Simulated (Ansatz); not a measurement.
## Two-dimensional strain map in Sn

All numbers below come from DFT PBEsol, scalar-relativistic, plane waves, PAW in Ansatz 0.2.0. Settings: plane waves to 420 eV, k-mesh 20×20×20 (Γ-centred), Gaussian smearing 0.15 eV. No spin polarisation. Energies are free energies at this smearing, counted from the undisturbed cell; pressure is positive in compression.

Reference structure (as given, not relaxed at this level; it stands at -3.6 GPa; this form isn't the usual structure):

```
Sn
1.0
    -1.72654    1.77555    2.33834
     1.72654   -1.77555    2.33834
     1.72654    1.77555   -2.33834
Sn
1
Direct
  0.00000 0.00000 0.00000
```

The cell is strained by p along both x and y and by q along z, fractional coordinates fixed. Points are written (p, q).

Energy above the undisturbed cell in meV/atom (a dash: not computed):

| p \ q | -0.050 | -0.025 | 0.000 | 0.025 | 0.050 |
| --- | --- | --- | --- | --- | --- |
| -0.050 | 2.7 | -12.9 | -22.0 | -25.1 | -22.8 |
| -0.025 | -24.3 | -25.5 | -21.8 | -13.2 | -0.6 |
| 0.000 | -24.1 | -14.3 | 0.0 | 18.2 | 39.7 |
| 0.025 | -0.8 | 17.9 | 40.5 | 66.4 | 95.1 |
| 0.050 | 40.7 | 66.8 | 96.3 | 128.4 | 162.9 |

Pressure in GPa:

| p \ q | -0.050 | -0.025 | 0.000 | 0.025 | 0.050 |
| --- | --- | --- | --- | --- | --- |
| -0.050 | 5.0 | 3.1 | 1.4 | 0.0 | -1.3 |
| -0.025 | 1.4 | -0.1 | -1.4 | -2.5 | -3.5 |
| 0.000 | -1.5 | -2.6 | -3.6 | -4.4 | -5.1 |
| 0.025 | -3.7 | -4.6 | -5.3 | -5.9 | -6.4 |
| 0.050 | -5.3 | -6.0 | -6.5 | -7.0 | -7.3 |